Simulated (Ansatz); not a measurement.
# CuO: the cost of one run

Program: Ansatz 0.2.0. Level of theory: DFT r²SCAN+U (U_eff = 2.5 eV on Cu d), plane waves, PAW. These are calculated values, not measurements.

### Step 1. The structure to begin with

Symmetry: Cc, No. 9, monoclinic system. The conventional cell has a = 4.689 Å, b = 3.427 Å, c = 5.132 Å, α = 90.00°, β = 99.65°, γ = 90.00°. Cu (site symmetry 1) has 4 O at 1.91 to 2.02 Å as nearest neighbours. O (site symmetry 1) has 4 Cu at 1.91 to 2.02 Å as nearest neighbours.

As a file:

```cif
data_structure
_symmetry_space_group_name_H-M 'Cc'
_symmetry_Int_Tables_number 9
_cell_length_a 4.6893
_cell_length_b 3.4268
_cell_length_c 5.1321
_cell_angle_alpha 90.000
_cell_angle_beta 99.653
_cell_angle_gamma 90.000
_cell_volume 81.30
loop_
_atom_site_label
_atom_site_type_symbol
_atom_site_symmetry_multiplicity
_atom_site_Wyckoff_symbol
_atom_site_fract_x
_atom_site_fract_y
_atom_site_fract_z
_atom_site_occupancy
Cu1 Cu 4 a 0.25000 0.24680 0.00000 1
O1 O 4 a 0.48850 0.91710 0.25370 1
```

Magnetic order typed: opposed in the cell.

An earlier series on this cell reached its lowest free state from «natural orbitals of the symmetric run, filled by rank», perhaps among other starts.

### Step 2. Random orbitals: single harmonics, second filling

input.yaml

```yaml
crystal:
  lattice:
    - [2.34464976, -1.71339982, 0.0]
    - [2.34464976, 1.71339982, 0.0]
    - [-0.86054991, 0.0, 5.05943948]
  atoms:
    - { symbol: Cu, position: [0.0032, 0.4968, 0.0], spin: 1.0 }
    - { symbol: Cu, position: [0.4968, 0.0032, 0.5], spin: -1.0 }
    - { symbol: O, position: [0.5714, 0.4056, 0.2537] }
    - { symbol: O, position: [0.4056, 0.5714, 0.7537] }
basis:
  ecutwfc: 500
  ecutrho_ratio: 4
kpoints:
  mp_grid: { grid: [7, 7, 4] }
hamiltonian:
  xc: r2scan
  hubbard:
    sites:
      - { site: 0, l: d, u_eff: 2.5, starting_ns: [{ spin: up, occupation_matrix: s0up }, { spin: down, occupation_matrix: s0down }] }
      - { site: 1, l: d, u_eff: 2.5, starting_ns: [{ spin: up, occupation_matrix: s1up }, { spin: down, occupation_matrix: s1down }] }
    occupation_matrices:
      s0up:
        matrix:
          - [0.97, 0.0, 0.0, 0.0, 0.0]
          - [0.0, 0.97, 0.0, 0.0, 0.0]
          - [0.0, 0.0, 0.97, 0.0, 0.0]
          - [0.0, 0.0, 0.0, 0.97, 0.0]
          - [0.0, 0.0, 0.0, 0.0, 0.97]
      s0down:
        matrix:
          - [0.97, 0.0, 0.0, 0.0, 0.0]
          - [0.0, 0.97, 0.0, 0.0, 0.0]
          - [0.0, 0.0, 0.97, 0.0, 0.0]
          - [0.0, 0.0, 0.0, 0.02, 0.0]
          - [0.0, 0.0, 0.0, 0.0, 0.97]
      s1up:
        matrix:
          - [0.97, 0.0, 0.0, 0.0, 0.0]
          - [0.0, 0.97, 0.0, 0.0, 0.0]
          - [0.0, 0.0, 0.97, 0.0, 0.0]
          - [0.0, 0.0, 0.0, 0.97, 0.0]
          - [0.0, 0.0, 0.0, 0.0, 0.02]
      s1down:
        matrix:
          - [0.97, 0.0, 0.0, 0.0, 0.0]
          - [0.0, 0.97, 0.0, 0.0, 0.0]
          - [0.0, 0.0, 0.97, 0.0, 0.0]
          - [0.0, 0.0, 0.0, 0.97, 0.0]
          - [0.0, 0.0, 0.0, 0.0, 0.97]
    ns_hold: { iters: 5 }
scf:
  occupations: { method: gaussian, width: 0.05 }
  lower_state_search: "off"
  max_iter: 150
output:
  forces: true
  stress: true
  eigenvalues: true
  populations: true
  hubbard: { sites: [{ site: 0, l: d }, { site: 1, l: d }] }
magnetization:
  spin_polarized: true
```

The typed matrices put 0.97 on the chosen orbitals and 0.02 on the others, and are held for 5 cycles.

Run with:

```sh
> ansatz run input.yaml --threads 4 --pin off --max-ram 6144MiB --backend cpu --events-out ev --progress --plain --runs-dir out
```

**Question.** How long does this run take on 4 threads of Arm Neoverse N1, shared host, and how much memory does it need?

About 82 s, with a peak of 0.69 GiB.
